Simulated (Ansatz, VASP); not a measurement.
## H2C5 (C(110) slab, H on both faces): VASP beside Ansatz

Wanted: the spread between two codes on one cell, functional and k mesh. The cell is taken from a series of runs on this material, whose earlier steps may have relaxed, scaled, displaced or heated it; both programs get it as it stands.

Main program and level: Ansatz 0.2.0; plane waves, with VASP 6.6.1 beside it; single point at PBEsol.

## (1) Set-up

The cell holds 210 atoms: 150 C and 60 H. Its edges and angles: a = 12.611 Å, b = 10.701 Å, c = 16.824 Å, α = 90.0°, β = 90.0°, γ = 90.0°. It derives from C (diamond-structure). As first built, before any earlier steps moved the atoms (in the runner's words): diamond-structure C (a = 3.567 A), (110) slab of 5 atomic planes, 5 x 3 surface cells, H on the broken bonds of both faces; displaced by a Gaussian of 0.02 A. Vacuum lies along c.

## (2) VASP: single point, PBEsol

With cell and atoms fixed, the geometry can't cause a difference; cores, projectors, grids and the points listed under the comparison can.

Lines of VASP's logs that name or quote its potential files are left out, and so is its time.

File INCAR:

```
SYSTEM = H2C5
PREC = Accurate
ENCUT = 520
EDIFF = 1E-06
NELM = 120
ISMEAR = 0
SIGMA = 0.01
LREAL = Auto
ALGO = Normal
GGA = PS
NBANDS = 477
LORBIT = 11
LWAVE = .FALSE.
LCHARG = .FALSE.
ISIF = 2
LASPH = .TRUE.
GGA_COMPAT = .FALSE.
EFERMI = MIDGAP
```

File POSCAR:

```
H2C5
1.0
   12.6112500000      0.0000000000      0.0000000000
    0.0000000000     10.7010000000      0.0000000000
    0.0000000000      0.0000000000     16.8244600000
C H
150 60
Direct
    0.9000500000      0.1654800000      0.3490100000
    0.0011400000      0.0839800000      0.3501900000
    0.9996800000      0.9998800000      0.4257400000
    0.9026100000      0.2510500000      0.4252200000
    0.8975100000      0.1680700000      0.5014100000
    0.9995000000      0.0857100000      0.5002900000
    0.9988200000      0.0018900000      0.5749400000
    0.8994700000      0.2478600000      0.5763600000
    0.9011000000      0.1690200000      0.6503000000
    0.0005400000      0.0831900000      0.6494300000
    0.1004400000      0.1660200000      0.3521100000
    0.1997000000      0.0853400000      0.3504100000
    0.1993800000      0.0017400000      0.4256200000
    0.1017200000      0.2475200000      0.4232000000
    0.1017300000      0.1706100000      0.5014800000
    0.1992400000      0.0845500000      0.4998100000
    0.2026800000      0.9995800000      0.5753500000
    0.1007800000      0.2541300000      0.5763400000
    0.0985700000      0.1681400000      0.6514700000
    0.2018000000      0.0839100000      0.6482100000
    0.8999100000      0.5007300000      0.3500300000
    0.0012900000      0.4167700000      0.3495100000
    0.9991300000      0.3319100000      0.4242800000
    0.9012300000      0.5867300000      0.4237800000
    0.9025800000      0.4977600000      0.4983800000
    0.9984600000      0.4180100000      0.4993200000
    0.0024800000      0.3386600000      0.5751800000
    0.9007500000      0.5847800000      0.5779500000
    0.8981300000      0.4963600000      0.6487900000
    0.9978800000      0.4184200000      0.6508800000
[... 174 atom lines left out ...]
    0.5020700000      0.8930300000      0.7033500000
    0.5984400000      0.6928900000      0.7040500000
    0.7036600000      0.8946400000      0.3003100000
    0.8003000000      0.6969300000      0.2954200000
    0.7011700000      0.8907300000      0.7026600000
    0.8001600000      0.6952500000      0.7013900000
```

File KPOINTS:

```
Automatic mesh
0
Gamma
1 1 1
0 0 0
```

The projector-augmented-wave data sets are C and H (PBE family, release 64).

The run is started by

```console
export OMP_NUM_THREADS=3
mpirun -np 1 vasp_gam
```

Numbers of over 12 decimals in the logs are rounded to 6 here.

The log of the run:

```text
[banner, memory and clock lines left out]
running    1 mpi-ranks, on    1 nodes
[...]
Offloading initialized ...    1 GPUs detected
[...]
|                                                                             |
|               ----> ADVICE to this user running VASP <----                  |
|                                                                             |
|     You enforced a specific xc type in the INCAR file but a different       |
|     [... a line on the potential file left out ...]
|     I HOPE YOU KNOW WHAT YOU ARE DOING!                                     |
|                                                                             |

 LDA part: xc-table for (Slater+PW92), standard interpolation
 POSCAR, INCAR and KPOINTS ok, starting setup
[...]
entering main loop
       N       E                     dE             d eps       ncg     rms          rms(c)
DAV:   1     0.610502364245E+04    0.61050E+04   -0.34565E+05   970   0.131E+03
DAV:   2    -0.954579778349E+03   -0.70596E+04   -0.66634E+04  1356   0.323E+02
DAV:   3    -0.170786754483E+04   -0.75329E+03   -0.74561E+03  1212   0.108E+02
DAV:   4    -0.173317399369E+04   -0.25306E+02   -0.25211E+02  1300   0.218E+01
[...]
DAV:  21    -0.164613123368E+04   -0.14509E-04   -0.71214E-07   804   0.127E-03    0.586E-04
DAV:  22    -0.164613123680E+04   -0.31232E-05   -0.37166E-07   860   0.904E-04    0.802E-04
DAV:  23    -0.164613123763E+04   -0.82509E-06   -0.77420E-08   804   0.459E-04
   1 F= -.16461312E+04 E0= -.16461312E+04  d E =0.000000E+00
```

Parts of OUTCAR (step 2):

```text
  FREE ENERGIE OF THE ION-ELECTRON SYSTEM (eV)
  ---------------------------------------------------
  free  energy   TOTEN  =     -1646.1312376272 eV

  energy  without entropy=    -1646.1312376272  energy(sigma->0) =    -1646.13123763
```

## (3) Ansatz: single point, PBEsol

Ansatz runs on its default PAW (the set named soft_2) files.

The same cell, functional and mesh now go to Ansatz, which takes its cutoff from its data sets.

File input.yaml:

```yaml
crystal:
  lattice:
    - [12.61125, 0.0, 0.0]
    - [0.0, 10.701, 0.0]
    - [0.0, 0.0, 16.82446]
  atoms:
    - { symbol: C, position: [0.90005, 0.16548, 0.34901] }
    - { symbol: C, position: [0.00114, 0.08398, 0.35019] }
    - { symbol: C, position: [0.99968, 0.99988, 0.42574] }
    - { symbol: C, position: [0.90261, 0.25105, 0.42522] }
    - { symbol: C, position: [0.89751, 0.16807, 0.50141] }
    - { symbol: C, position: [0.9995, 0.08571, 0.50029] }
    - { symbol: C, position: [0.99882, 0.00189, 0.57494] }
    - { symbol: C, position: [0.89947, 0.24786, 0.57636] }
    - { symbol: C, position: [0.9011, 0.16902, 0.6503] }
    - { symbol: C, position: [0.00054, 0.08319, 0.64943] }
    - { symbol: C, position: [0.10044, 0.16602, 0.35211] }
    - { symbol: C, position: [0.1997, 0.08534, 0.35041] }
    - { symbol: C, position: [0.19938, 0.00174, 0.42562] }
    - { symbol: C, position: [0.10172, 0.24752, 0.4232] }
    - { symbol: C, position: [0.10173, 0.17061, 0.50148] }
    - { symbol: C, position: [0.19924, 0.08455, 0.49981] }
    - { symbol: C, position: [0.20268, 0.99958, 0.57535] }
    - { symbol: C, position: [0.10078, 0.25413, 0.57634] }
    - { symbol: C, position: [0.09857, 0.16814, 0.65147] }
    - { symbol: C, position: [0.2018, 0.08391, 0.64821] }
    - { symbol: C, position: [0.89991, 0.50073, 0.35003] }
    - { symbol: C, position: [0.00129, 0.41677, 0.34951] }
    - { symbol: C, position: [0.99913, 0.33191, 0.42428] }
    - { symbol: C, position: [0.90123, 0.58673, 0.42378] }
    - { symbol: C, position: [0.90258, 0.49776, 0.49838] }
    - { symbol: C, position: [0.99846, 0.41801, 0.49932] }
    - { symbol: C, position: [0.00248, 0.33866, 0.57518] }
    - { symbol: C, position: [0.90075, 0.58478, 0.57795] }
    - { symbol: C, position: [0.89813, 0.49636, 0.64879] }
    - { symbol: C, position: [0.99788, 0.41842, 0.65088] }
[... 174 atom lines left out ...]
    - { symbol: H, position: [0.50207, 0.89303, 0.70335] }
    - { symbol: H, position: [0.59844, 0.69289, 0.70405] }
    - { symbol: H, position: [0.70366, 0.89464, 0.30031] }
    - { symbol: H, position: [0.8003, 0.69693, 0.29542] }
    - { symbol: H, position: [0.70117, 0.89073, 0.70266] }
    - { symbol: H, position: [0.80016, 0.69525, 0.70139] }
kpoints:
  mp_grid: { grid: [1, 1, 1] }
hamiltonian:
  xc: pbesol
scf:
  occupations: { method: fixed }
output:
  forces: true
  populations: true
  dos:
    method: { smearing: { sigma: 0.08 } }
    de: 0.1
    projected:
      site_lists:
        C: [C]
        H: [H]
        hydrogen: [150, 151, 152, 153, 154, 155, 156, 157, 158, 159, 160, 161, 162, 163, 164, 165, 166, 167, 168, 169, 170, 171, 172, 173, 174, 175, 176, 177, 178, 179, 180, 181, 182, 183, 184, 185, 186, 187, 188, 189, 190, 191, 192, 193, 194, 195, 196, 197, 198, 199, 200, 201, 202, 203, 204, 205, 206, 207, 208, 209]
  eigenvalues: true
  write_density: true
  write_potential: true
  volumetric_format: npy
```

The run is started by

```console
ansatz run input.yaml --threads 8 --pin off --max-ram 15872MiB --backend cpu --events-out ev --progress --plain --runs-dir out
```

The log of the run:

```text
Engine: ansatz 0.2.0, aarch64-unknown-linux-gnu
Pseudopotentials: kind: paw
Pseudopotential: C, paw, valence charge 4, recommended cutoff 420 eV (normal), C.paw.azcp
Pseudopotential: H, paw, valence charge 1, recommended cutoff 420 eV (normal), H.paw.azcp
Functional definition: PBEsol
  exchange = pbesol_x
  correlation = pbesol_c
Crystal: 210 atoms, lattice volume = 2270.511 Å³
Basis set: ecut = 420 eV, 44373 PW (Γ), exchange–correlation on 180×144×240 points (8 copies of the dense FFT grid, shifted against one another)
Bands: 540, of which v1, the nominal top of the filled ones, is band 330 counted from 1 (329 counted from 0)
Symmetry: 1 space group operations
Space group: P1 (ITA 1), of the structure as read, at distance tolerance 1.3e-4 Å
k-points: 1
Non-local potential: C, projectors of the file, l = 0: 2, l = 1: 2, l = 2: 1
Non-local potential: H, projectors of the file, l = 0: 2, l = 1: 1
PAW form: soft (Blöchl's): semilocal exchange-correlation on the pseudo side does not see the compensation charge
PAW frozen core: C, regenerated for the run's functional, and the local potential with it (the file was generated under x = pbe(κ = 0.804, μ = 0.219515), c = pbe(β = 0.066725))
PAW one-centre angular grid: C, 110 points (default); XC on 64 Gauss nodes
PAW one-centre angular grid: H, 110 points (default); XC on 64 Gauss nodes
Initial density: superposition of atomic densities (neutral atoms: chi_scale 0, normalization atom), corrected by the library's trained network
Initial wavefunctions: pseudopotential atomic-orbital guess
Functional: x = pbesol(κ = 0.804, μ = 0.123457), c = pbesol(β = 0.046)
SCF iter   1: F=—  HF=-37943.913757 eV  |F-HF|=—  |Δ(HF+E_count)|=         —  Δρ=4.99e-3  dr2=1.49e0  ethr=1.77e-3  ⟨swp⟩=5.0  Hψ=2272  notcnv=0  defer=207
preconditioner: auto → Resta (q_TF=auto, 2.221 Å⁻¹)  ε∞=2.5  [insulator: Δε(μ)=2.512 eV  Ē_g=16.113 eV  n_scr=432 (ndim 8)  ℏωp=20.0 eV  f_vac=0.472  ε∞_Penn≈2.5  vacuum switching on, ρ_ref=1.9e-2 e/Å³]
SCF iter   2: F=—  HF=-37943.658291 eV  |F-HF|=—  |Δ(HF+E_count)|=   2.55e-1  Δρ=3.21e-3  dr2=2.11e-1  ethr=2.26e-4  ⟨swp⟩=2.0  Hψ=656  notcnv=0  defer=208
SCF iter   3: F=—  HF=-37943.656095 eV  |F-HF|=—  |Δ(HF+E_count)|=   2.20e-3  Δρ=9.43e-4  dr2=2.85e-2  ethr=3.20e-5  ⟨swp⟩=4.0  Hψ=672  notcnv=0  defer=208
SCF iter   4: F=—  HF=-37943.659711 eV  |F-HF|=—  |Δ(HF+E_count)|=   3.62e-3  Δρ=2.15e-4  dr2=1.16e-3  ethr=4.31e-6  ⟨swp⟩=4.0  Hψ=552  notcnv=0  defer=208
SCF iter   5: F=—  HF=-37943.660696 eV  |F-HF|=—  |Δ(HF+E_count)|=   9.85e-4  Δρ=8.96e-5  dr2=1.98e-4  ethr=1.76e-7  ⟨swp⟩=3.0  Hψ=666  notcnv=0  defer=208
SCF iter   6: F=—  HF=-37943.660819 eV  |F-HF|=—  |Δ(HF+E_count)|=   1.23e-4  Δρ=2.46e-5  dr2=1.26e-5  ethr=2.99e-8  ⟨swp⟩=3.0  Hψ=661  notcnv=0  defer=208
SCF iter   7: F=—  HF=-37943.662224 eV  |F-HF|=—  |Δ(HF+E_count)|=   1.41e-3  Δρ=6.51e-6  dr2=9.59e-7  ethr=1.91e-9  ⟨swp⟩=2.0  Hψ=870  notcnv=0  defer=206
SCF iter   8: F=-37943.662224 eV  HF=-37943.662224 eV  |F-HF|=5.52e-8  |Δ(HF+E_count)|=   7.62e-8  Δρ=1.76e-6  dr2=3.89e-8  ethr=1.52e-11  ⟨swp⟩=34.0  Hψ=7259  notcnv=0
SCF 1 converged in 8 iterations: F = -37943.662224 eV  dr2 = 3.89e-8
  greatest PAW one-centre occupation: 0.656 electrons in one spin orbital (limit 2), on the C atom at site 110 (counted from 0), in its partial waves of l = 0
[...]
--- Löwdin populations: 210 sites ---
  site symbol       q [e]
     0      C      4.1330
     1      C      4.1206
     2      C      3.9826
     3      C      3.9823
     4      C      3.9888
     5      C      3.9899
     6      C      3.9807
     7      C      3.9844
     8      C      4.1266
     9      C      4.1287
    10      C      4.1263
    11      C      4.1221
    12      C      3.9838
    13      C      3.9807
    14      C      3.9885
    15      C      3.9882
    16      C      3.9818
    17      C      3.9813
    18      C      4.1317
    19      C      4.1169
    20      C      4.1164
    21      C      4.1475
    22      C      3.9794
    23      C      3.9796
[...]
202      H      0.8614
   203      H      0.8446
   204      H      0.8467
   205      H      0.8386
   206      H      0.8326
   207      H      0.8335
   208      H      0.8333
   209      H      0.8171
  spilling = 0.004821 (of n_electrons = 660.000000)
```

## (4) Side by side

Known differences besides the potentials themselves: fixed occupations in Ansatz, narrow Gaussian smearing in VASP; the cutoff is 420 eV in Ansatz and 520 eV in VASP (PREC = Accurate, projectors in real space); Ansatz makes its cores anew for this functional, VASP keeps those of its PBE data sets. Total energies have different zeros and are not compared.

Compared:

```csv
quantity,Ansatz,VASP,difference
gap on the k mesh (eV),2.147,2.149,-0.002
```

Forces on 10 of the 210 atoms, those with the largest forces and the largest differences (eV/Å; atoms numbered as in POSCAR):

```csv
atom,"Ansatz x, y, z","VASP x, y, z"
C22,"-0.512, 2.997, 2.772","-0.508, 3.000, 2.767"
C40,"-0.252, 2.356, -3.028","-0.251, 2.338, -3.020"
C49,"-1.517, 0.665, 3.340","-1.532, 0.659, 3.361"
C60,"0.240, 2.939, -2.268","0.233, 2.930, -2.258"
C72,"1.802, 2.609, 2.714","1.820, 2.609, 2.697"
C149,"0.510, -3.394, -1.116","0.512, -3.399, -1.108"
C150,"-0.601, 3.582, -4.382","-0.608, 3.579, -4.375"
H165,"0.077, -0.026, 0.410","0.076, -0.005, 0.441"
H185,"-0.020, 0.275, 0.556","-0.020, 0.294, 0.589"
H205,"-0.207, 0.073, 0.023","-0.206, 0.092, 0.056"
```

The forces differ by 13 meV/Å r.m.s., which is 1.2 % of the r.m.s. force of 1.034 eV/Å (both taken over all components). A gap on the mesh is an upper bound, since the band edges may lie between its points. With vacuum in the cell, a pressure given here is an average over mostly empty space and none of the material.

## (5) Outcome

| Property | Result |
| --- | --- |
| r.m.s. force difference (single point, PBEsol) | 1.2 % of the r.m.s. force |

What this shows: The r.m.s. force difference is 1.2 % of the r.m.s. force (single point, PBEsol), within the 3 % picked in this series as the mark of a large difference. Such differences can come from data sets, numerical settings and the points named under the comparisons, not from the functional's error against experiment.

[Lines on the potential files, build, host, timing and source positions are cut from VASP's logs without a mark.]

[Logs are printed without paths, hosts, clocks, repeated set-up lines and the standing remarks that a program may print on its own settings, such as how far it seeks lower states.]

[Hosts, paths, dates, database ids (printed as entryN), source tags and the programs' standing remarks are cut or masked in the printed files.]
